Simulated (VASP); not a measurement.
# C (Im-3m) in VASP: notebook, part 2 of 2

VASP 6.6.1.

### Step 3. Relaxation of cell and atoms, PBE

This run uses another cell than the first one, of 6.48 Å³/atom, 0.970 times its volume.

The input, INCAR:

```
SYSTEM = C
  PREC = Accurate
  ENCUT = 600
  EDIFF = 1E-6
  ISMEAR = 0
  SIGMA = 0.1
  LREAL = .FALSE.
  LASPH = .TRUE.
  NELM = 100
  ALGO = Normal
  ISIF = 3
  LWAVE = .FALSE.
  LCHARG = .FALSE.
  GGA = PE
  IBRION = 2
  NSW = 100
  EDIFFG = -0.01
```

The input, KPOINTS:

```
regular mesh
0
G
  32 32 32
  0 0 0
```

The input, POSCAR:

```
C
1.0
   -1.1746702863      1.1746702863      1.1746702863
    1.1746702863     -1.1746702863      1.1746702863
    1.1746702863      1.1746702863     -1.1746702863
C
1
Direct
    0.0000000000      0.0000000000      0.0000000000
```

Potentials or basis: VASP PAW PBE potentials, release 64 (C).

On the command line:

```console
cat potpaw_PBE.64/C/POTCAR > POTCAR
mpirun -np 1 vasp_std > vasp.out
```

OUTCAR:

```text
SYSTEM = C
   PREC = Accurate
   ENCUT = 600
   EDIFF = 1E-6
   ISMEAR = 0
   LREAL = .FALSE.
   LASPH = .TRUE.
   NELM = 100
   ISIF = 3
   GGA = PE
   IBRION = 2
   NSW = 100
   EDIFFG = -0.01

 ion  position               nearest neighbor table
   1  0.000  0.000  0.000-

  LATTYP: Found a body centered cubic cell.
 ALAT       =     2.3493405726

  Lattice vectors:

 A1 = (  -1.1746702863,   1.1746702863,   1.1746702863)
 A2 = (   1.1746702863,  -1.1746702863,   1.1746702863)
 A3 = (   1.1746702863,   1.1746702863,  -1.1746702863)

Analysis of symmetry for initial positions (statically):
=====================================================================
 Subroutine PRICEL returns:
 Original cell was already a primitive cell.

 Routine SETGRP: Setting up the symmetry group for a
 body centered cubic supercell.

 Subroutine GETGRP returns: Found 48 space group operations
 (whereof 48 operations were pure point group operations)
 out of a pool of 48 trial point group operations.

The static configuration has the point symmetry O_h .

Analysis of symmetry for dynamics (positions and initial velocities):
=====================================================================
 Subroutine PRICEL returns:
 Original cell was already a primitive cell.

 Routine SETGRP: Setting up the symmetry group for a
 body centered cubic supercell.

 Subroutine GETGRP returns: Found 48 space group operations
 (whereof 48 operations were pure point group operations)
 out of a pool of 48 trial point group operations.

The dynamic configuration has the point symmetry O_h .

 Subroutine INISYM returns: Found 48 space group operations
 (whereof 48 operations are pure point group operations),
 and found     1 'primitive' translations

----------------------------------------------------------------------------------------

                                     Primitive cell

  volume of cell :       6.4835

  direct lattice vectors                    reciprocal lattice vectors
    -1.174670286  1.174670286  1.174670286     0.000000000  0.425651356  0.425651356
     1.174670286 -1.174670286  1.174670286     0.425651356  0.000000000  0.425651356
     1.174670286  1.174670286 -1.174670286     0.425651356  0.425651356  0.000000000

  length of vectors
     2.034588618  2.034588618  2.034588618     0.601961920  0.601961920  0.601961920

  position of ions in fractional coordinates (direct lattice)
     0.000000000  0.000000000  0.000000000

  ion indices of the primitive-cell ions
   primitive index   ion index
                 1           1

----------------------------------------------------------------------------------------

 KPOINTS: regular mesh

Automatic generation of k-mesh.
 Grid dimensions read from file:
 generate k-points for:   32   32   32

 Generating k-lattice:

  Cartesian coordinates                     Fractional coordinates (reciprocal lattice)
     0.000000000  0.013301605  0.013301605     0.031250000  0.000000000  0.000000000
[... 42 lines left out ...]
   number of dos      NEDOS =    301   number of ions     NIONS =      1
   total plane-waves  NPLWV =   4096
   dimension x,y,z NGX =    16 NGY =   16 NGZ =   16
   dimension x,y,z NGXF=    32 NGYF=   32 NGZF=   32
   ions per type =               1
   NGX,Y,Z   is equivalent  to a cutoff of  13.07, 13.07, 13.07 a.u.
   NGXF,Y,Z  is equivalent  to a cutoff of  26.15, 26.15, 26.15 a.u.
 SYSTEM =  C
   PREC   = accura    normal or accurate (medium, high low for compatibility)
   ISTART =      0    job   : 0-new  1-cont  2-samecut
   ICHARG =      2    charge: 1-file 2-atom 10-const
   ISPIN  =      1    spin polarized calculation?
   LNONCOLLINEAR =      F non collinear calculations
   LSORBIT =      F    spin-orbit coupling
   LASPH  =      T    aspherical Exc in radial PAW
   ENCUT  =  600.0 eV  44.10 Ry    6.64 a.u.   4.06  4.06  4.06*2*pi/ulx,y,z
   NELM   =    100;   NELMIN=  2; NELMDL= -5     # of ELM steps
   EDIFF  = 0.1E-05   stopping-criterion for ELM
   LREAL  =      F    real-space projection
   EDIFFG = -.1E-01   stopping-criterion for IOM
   NSW    =    100    number of steps for IOM
   IBRION =      2    ionic relax: 0-MD 1-quasi-New 2-CG
   NFREE  =      1    steps in history (QN), initial steepest desc. (CG)
   ISIF   =      3    stress and relaxation
   ISYM   =      2    0-nonsym 1-usesym 2-fastsym
   POTIM  = 0.5000    time-step for ionic-motion
   TEBEG  =    0.0;   TEEND  =   0.0 temperature during run
   PSTRESS=    0.0 pullay stress
   NELECT =       4.0000    total number of electrons
   NUPDOWN=      -1.0000    fix difference up-down
   EMIN   =  10.00;   EMAX   =-10.00  energy-range for DOS
   EFERMI =   0.00;   METHOD = LEGACY
   ISMEAR =     0;   SIGMA  =   0.10  broadening in eV -4-tet -1-fermi 0-gaus
   EFERMI_NEDOS =   21; number of points for ismear=-14 and -15
   IALGO  =     38    algorithm
   IMIX   =      4    mixing-type and parameters
     AMIX     =   0.40;   BMIX     =  1.00
     AMIX_MAG =   1.60;   BMIX_MAG =  1.00
  volume/ion in A,a.u.               =       6.48        43.75
  Fermi-wavevector in a.u.,A,eV,Ry     =   1.393666  2.633648 26.426680  1.942306
  Thomas-Fermi vector in A             =   2.517290
   LORBIT       =      0    0 simple, 1 ext, 2 COOP (PROOUT), +10 PAW based schemes
   GGA     = PE    functional components
   LHFCALC =     F    Hartree Fock is set to
   AEXX    =    0.0000 exact exchange contribution
   IVDW    =     0    specifies the selected vdW correction
   LEPSILON=     F    determine dielectric tensor
   LRPA    =     F    only Hartree local field effects (RPA)
 conjugate gradient relaxation of ions
 non-spin polarized calculation
 Gauss-broadening in eV      SIGMA  =   0.10
  energy-cutoff  :      600.00
  volume of cell :        6.48
 maximum number of plane-waves:       236
   NGX =  9   NGY =  9   NGZ =  9

--------------------------------------- Ionic step        1  -------------------------------------------

 number of electron       4.0000000 magnetization

 Free energy of the ion-electron system (eV)
  ---------------------------------------------------
  ext. energy  EPLUGINS =         0.00000000
  ---------------------------------------------------
  free energy    TOTEN  =        -4.87185169 eV

  energy without entropy =       -4.86993627  energy(sigma->0) =       -4.87089398

------------------------ aborting loop because EDIFF is reached ----------------------------------------

  FORCE on cell =-STRESS in cart. coord.  units (eV):
  Direction    XX          YY          ZZ          XY          YZ          ZX
  --------------------------------------------------------------------------------------
  -------------------------------------------------------------------------------------
  Total        0.2358914      0.2358914      0.2358914     -0.0000000      0.0000000     -0.0000000
  in kB       58.2927732     58.2927732     58.2927732     -0.0000000      0.0000000     -0.0000000
  external PRESSURE =      58.2927732 kB  Pullay stress =       0.0000000 kB
[... 57 lines left out ...]
--------------------------------------- Ionic step        3  -------------------------------------------

 number of electron       4.0000000 magnetization

 Free energy of the ion-electron system (eV)
  ---------------------------------------------------
  ext. energy  EPLUGINS =         0.00000000
  ---------------------------------------------------
  free energy    TOTEN  =        -4.87533486 eV

  energy without entropy =       -4.87331621  energy(sigma->0) =       -4.87432553

 E-fermi :   8.4809     XC(G=0): -13.1265

 val. band max:        8.4755886751   @ k =   0.2812   0.2188   0.0000
 cond. band min:       8.4817467558   @ k =  -0.3438   0.3750   0.2813
 fundamental gap:      0.0061580807
 Fermi energy:         8.4808984731

 k-point     1 :       0.0000    0.0000    0.0000
  band No.  band energies     occupation
      1     -11.1119      2.00000
      2      17.5738      0.00000
      3      17.5738      0.00000
      4      17.5738      0.00000
      5      41.7409      0.00000
      6      41.7409      0.00000
[... 199 lines left out ...]
 k-point    24 :       0.2188    0.0312    0.0000
  band No.  band energies     occupation
      1      -8.6282      2.00000
      2      11.9730      0.00000
      3      15.0636      0.00000
      4      16.8872      0.00000
      5      33.1944      0.00000
      6      34.9307      0.00000

 [... further k-points ...]

------------------------ aborting loop because EDIFF is reached ----------------------------------------

  FORCE on cell =-STRESS in cart. coord.  units (eV):
  Direction    XX          YY          ZZ          XY          YZ          ZX
  --------------------------------------------------------------------------------------
  -------------------------------------------------------------------------------------
  Total        0.0002944      0.0002944      0.0002944      0.0000000     -0.0000000      0.0000000
  in kB        0.0706130      0.0706130      0.0706130      0.0000000     -0.0000000      0.0000000
  external PRESSURE =       0.0706130 kB  Pullay stress =       0.0000000 kB
[... 16 lines left out ...]
  FREE ENERGIE OF THE ION-ELECTRON SYSTEM (eV)
  ---------------------------------------------------
  free  energy   TOTEN  =        -4.8753348617 eV

  energy  without entropy=       -4.8733162066  energy(sigma->0) =       -4.87432553

 reached required accuracy - stopping structural energy minimisation
```

OSZICAR:

```text
N       E                     dE             d eps       ncg     rms          rms(c)
DAV:   1    -0.164338616708E+01   -0.16434E+01   -0.27072E+03 11430   0.737E+02
DAV:   2    -0.484431638873E+01   -0.32009E+01   -0.28898E+01 14442   0.489E+01
DAV:   3    -0.486744230543E+01   -0.23126E-01   -0.22986E-01 12108   0.452E+00
[... 15 lines left out ...]
       N       E                     dE             d eps       ncg     rms          rms(c)
DAV:   1    -0.487538645024E+01   -0.11763E-03   -0.31933E-03 10764   0.482E-01    0.481E-02
DAV:   2    -0.487535002506E+01    0.36425E-04   -0.24178E-05 11484   0.477E-02    0.257E-02
DAV:   3    -0.487533486315E+01    0.15162E-04   -0.27819E-05 10794   0.399E-02    0.295E-03
DAV:   4    -0.487533486170E+01    0.14420E-08   -0.33047E-08  5526   0.263E-03
   3 F= -.48753349E+01 E0= -.48743255E+01  d E =-.348317E-02
```

It took 27 s on 1 thread of Intel Xeon Platinum 8488C (Sapphire Rapids), shared host; peak memory 0.15 GiB.

What came out:

| Quantity | Value |
| --- | --- |
| Free energy | -4.8753 eV |
| Relaxed volume | 6.68 Å³/atom |
| Relaxed cell | a = 2.055 Å, b = 2.055 Å, c = 2.055 Å, α = 109.47°, β = 109.47°, γ = 109.47° |
| Space group after relaxing (to 0.05 Å) | Im-3m (No. 229) |
| Energy gained by relaxing | 3.5 meV/atom |
| Ionic steps | 3 |
| Pressure after relaxing | 0.0 GPa |
| Band gap on the k mesh | none (metal or under the smearing width) |

The path:
```tsv
step	energy change (eV)	largest force (eV/Å)	pressure (GPa)	volume (Å³)
1	0.0000	0.0000	5.83	6.48
2	-0.0034	0.0000	-0.76	6.71
3	-0.0035	0.0000	0.01	6.68
```

Final structure:
```
C
1.0
    -1.18639    1.18639    1.18639
     1.18639   -1.18639    1.18639
     1.18639    1.18639   -1.18639
C
1
Direct
  0.00000 0.00000 0.00000
```

Levels at points of the mesh, in eV from the Fermi level:
```csv
k point,band 1,band 2,band 3,band 4,band 5,band 6
"(0.00, 0.00, 0.00)",-19.59,9.09,9.09,9.09,33.26,33.26
"(0.50, 0.00, 0.00)",-8.82,-8.57,4.45,7.70,21.70,22.84
"(0.50, 0.50, 0.50)",-1.53,-1.53,-1.53,0.60,12.01,12.01
```

### Step 4. Single point, PBE

This run uses another cell than the first one, of 6.48 Å³/atom, 0.970 times its volume.

The input, INCAR:

```
SYSTEM = C
PREC     = Accurate       ! precision mode
ENCUT    = 520            ! plane-wave cutoff, eV
EDIFF    = 1E-6           ! SCF threshold, eV
ISMEAR   = 0              ! smearing method
SIGMA    = 0.1            ! smearing width, eV
LREAL    = .FALSE.        ! projectors in reciprocal space
LASPH    = .TRUE.         ! aspherical terms in the spheres
NELM     = 60             ! most SCF steps
ALGO     = Fast           ! electronic algorithm
ISIF     = 2              ! what is computed and relaxed
LWAVE    = .FALSE.        ! write WAVECAR
LCHARG   = .FALSE.        ! write CHGCAR
GGA      = PE             ! functional
NBANDS   = 8              ! bands
```

The input, KPOINTS:

```
regular mesh
0
G
  8 8 8
  0 0 0
```

POSCAR is that of step 3.

On the command line:

```console
cat potpaw_PBE.64/C/POTCAR > POTCAR
mpirun -np 1 vasp_std > vasp.out
```

It took 2.3 s on 1 thread of Intel Xeon Platinum 8488C (Sapphire Rapids), shared host; peak memory 0.1 GiB.

Results (log left out):

```
Free energy            : -4.8657 eV
Pressure               : 0.2 GPa
Band gap on the k mesh : none (metal or under the smearing width)
```

Levels at points of the mesh, in eV from the Fermi level:
| k point | band 1 | band 2 | band 3 | band 4 | band 5 |
| --- | --- | --- | --- | --- | --- |
| (0.00, 0.00, 0.00) | -20.14 | 9.22 | 9.22 | 9.22 | 33.59 |
| (0.50, 0.00, 0.00) | -9.26 | -8.78 | 4.42 | 7.76 | 21.97 |
| (0.50, 0.50, 0.50) | -1.75 | -1.75 | -1.75 | 0.81 | 11.88 |

Caveat: the k mesh is coarse (spacing up to 0.47 Å⁻¹), so the values aren't converged.

### Step 5. Relaxation of cell and atoms, PBE

This run uses another cell than the first one, of 12.00 Å³/atom, 1.796 times its volume.

The input, INCAR:

```
SYSTEM = C
  ALGO = Normal
  EDIFF = 1E-7
  EDIFFG = -0.04
  ENCUT = 600
  GGA = PE
  IBRION = 2
  ISIF = 3
  ISMEAR = 0
  LASPH = .TRUE.
  LCHARG = .FALSE.
  LREAL = .FALSE.
  LWAVE = .FALSE.
  NELM = 100
  NSW = 90
  PREC = Accurate
  SIGMA = 0.1
```

The input, KPOINTS:

```
k-points
0
G
  8 8 8
  0 0 0
```

The input, POSCAR:

```
C
1.0
   -1.4422620478      1.4422620478      1.4422620478
    1.4422620478     -1.4422620478      1.4422620478
    1.4422620478      1.4422620478     -1.4422620478
C
1
Direct
    0.0000000000      0.0000000000      0.0000000000
```

On the command line:

```console
cat potpaw_PBE.64/C/POTCAR > POTCAR
mpirun -np 1 vasp_std > vasp.out
```

It took 14 s on 1 thread of Intel Xeon Platinum 8488C (Sapphire Rapids), shared host; peak memory 0.11 GiB.

It converged, with:

```
Free energy                            : -4.8724 eV
Relaxed volume                         : 6.52 Å³/atom
Relaxed cell                           : a = 2.038 Å, b = 2.038 Å, c = 2.038 Å, α = 109.47°, β = 109.47°, γ = 109.47°
Space group after relaxing (to 0.05 Å) : Im-3m (No. 229)
Energy gained by relaxing              : 820.0 meV/atom
Ionic steps                            : 13
Pressure after relaxing                : -0.8 GPa
Band gap on the k mesh                 : none (metal or under the smearing width)
```

The path:
```csv
step,energy change (eV),largest force (eV/Å),pressure (GPa),volume (Å³)
1,0.0000,0.0000,-30.17,12.00
2,-0.6200,0.0000,-25.40,8.49
3,-0.8199,0.0000,1.40,6.44
4,-0.8199,0.0000,-1.27,6.53
5,-0.8199,0.0000,-1.26,6.53
6,-0.8200,0.0000,-1.13,6.53
7,-0.8200,0.0000,-1.13,6.53
8,-0.8200,0.0000,-1.13,6.53
9,-0.8200,0.0000,-1.12,6.52
10,-0.8200,0.0000,-1.11,6.52
11,-0.8200,0.0000,-1.08,6.52
12,-0.8200,0.0000,-0.99,6.52
13,-0.8200,0.0000,-0.84,6.52
```

Final structure:
```yaml
crystal:
  lattice:
    - [-1.17658, 1.17658, 1.17658]
    - [1.17658, -1.17658, 1.17658]
    - [1.17658, 1.17658, -1.17658]
  atoms:
    - { symbol: C, position: [0.00000, 0.00000, 0.00000] }
```

Levels at points of the mesh, in eV from the Fermi level:
| k point | band 1 | band 2 | band 3 | band 4 | band 5 | band 6 |
| --- | --- | --- | --- | --- | --- | --- |
| (0.00, 0.00, 0.00) | -20.07 | 9.18 | 9.18 | 9.18 | 33.51 | 33.51 |
| (0.50, 0.00, 0.00) | -9.21 | -8.77 | 4.40 | 7.72 | 21.90 | 22.91 |
| (0.50, 0.50, 0.50) | -1.73 | -1.73 | -1.73 | 0.75 | 11.88 | 11.88 |

Caveat: the k mesh is coarse (spacing up to 0.39 Å⁻¹), so the values aren't converged; the volume moved by over 15 % at a fixed basis, so the end points are rough.

### Step 6. Overview

```csv
task,cell,k mesh,cutoff (eV),mesh quality,gap on the mesh (eV),pressure (GPa)
single point,"Im-3m, 6.68 Å³/atom",32 × 32 × 32,520,not flagged,none,0.1
relaxation of cell and atoms,relaxed,32 × 32 × 32,600,not flagged,none,0.0
single point,"Im-3m, 6.48 Å³/atom",8 × 8 × 8,520,coarse,none,0.2
relaxation of cell and atoms,relaxed,8 × 8 × 8,600,coarse,none,-0.8
```

Alike in all rows: level PBE; potentials or basis VASP PAW PBE potentials, release 64 (C); no spin polarisation; smearing gaussian 0.1 eV.

Caveats: some runs use coarse meshes; the volume moved by over 15 % at a fixed basis, so the end points are rough (some runs).

Absolute energies hang on the potentials; compare differences alone.
